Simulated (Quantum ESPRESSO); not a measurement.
**BaTe under changes of volume**

One of the cells (39.652 Å³/atom); the others are scaled copies at fixed shape and fractional positions:

```
CELL_PARAMETERS angstrom
0.00000 3.41000 3.41000
3.41000 0.00000 3.41000
3.41000 3.41000 0.00000
ATOMIC_POSITIONS crystal
Ba 0.00000 0.00000 0.00000
Te 0.50000 0.50000 0.50000
```

```yaml
Program: Quantum ESPRESSO 7.5
Functional: r2SCAN
Potentials_or_basis: SG15 PBE 1.2
Cutoff: 952 eV
Density_cutoff: 3810 eV
k_mesh: 5 × 5 × 5
Occupations: fermi-dirac, width 0.05 eV
Spin: no spin polarisation
```

```csv
volume (Å³/atom),energy over the lowest point (meV/atom),pressure (GPa),gap on the mesh (eV)
37.273,108.59,6.7,1.84
38.066,78.22,5.6,1.89
38.859,?,?,?
39.652,33.62,3.5,1.98
40.445,18.40,2.6,2.02
41.238,7.32,1.8,2.06
42.031,0.00,1.1,2.10
```

Problem. What does the run at 38.859 Å³/atom give?

Solution. Energy over the lowest point 53.41 meV/atom; pressure 4.5 GPa; gap on the mesh 1.94 eV.

Worked out: A Birch-Murnaghan fit of order 3 (a polynomial in V^(-2/3)) to the other rows has no minimum within the range. It gives 53.40 meV/atom at 38.859 Å³/atom, against the run's 53.41, and -dE/dV = 4.5 GPa, against 4.5. A straight line through the other rows of the gap, of slope 2.15 eV per unit of ln V, gives 1.93 eV, against the run's 1.94.

Energies are extrapolated to zero smearing.

Caveats: the potentials were made for another functional, which shifts forces and pressure; spin-orbit coupling is left out, which moves the levels of the heavy elements; an odd mesh through Γ misses points on the zone boundary, where band edges often lie.
